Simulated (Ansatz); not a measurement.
The system is InP.

```
In P
1.0
     0.00000    2.76883    2.76883
     2.76883    0.00000    2.76883
     2.76883    2.76883    0.00000
In P
1 1
Direct
  0.00000 0.00000 0.00000
  0.50000 0.50000 0.50000
```

Measurements of this composition are mostly on another form, of space group No. 216.

```yaml
Program: Ansatz 0.2.0
Task: relaxation of cell and atoms
Functional: BLYP
Potentials_or_basis: Ansatz PAW
Cutoff: "420 eV (not typed: the program's choice for these potentials)"
k_mesh: 8 × 8 × 8
Occupations: fermi-dirac, width 0.05 eV
Spin: no spin polarisation
```

At the start: volume 21.23 Å³/atom.

**Question.** Where does the relaxation end?

**Answer.** It ends after 5 steps and the volume is 22.95 Å³/atom (+8.1 %); space group Fm-3m (No. 225, to 0.05 Å).

Step by step:
```tsv
step	energy change (eV)	largest force (eV/Å)	volume (Å³)
1	0.0000	0.0000	42.45
2	-0.0408	0.0000	47.67
3	-0.0516	0.0000	46.16
4	-0.0519	0.0000	45.90
5	-0.0527	0.0000	45.90
```

Final structure:
```cif
data_structure
_symmetry_space_group_name_H-M 'P 1'
_symmetry_Int_Tables_number 1
_cell_length_a 4.0190
_cell_length_b 4.0190
_cell_length_c 4.0190
_cell_angle_alpha 60.000
_cell_angle_beta 60.000
_cell_angle_gamma 60.000
_cell_volume 45.90
loop_
_atom_site_label
_atom_site_type_symbol
_atom_site_fract_x
_atom_site_fract_y
_atom_site_fract_z
_atom_site_occupancy
In1 In 0.00000 0.00000 0.00000 1
P1 P 0.50000 0.50000 0.50000 1
```

Caveat: the plane-wave basis is chosen anew once the cell has moved, so the energies of steps on either side of that aren't comparable; the PAW data sets come from PBE, with cores solved anew for the run's functional, which leaves a small shift of forces and pressure.
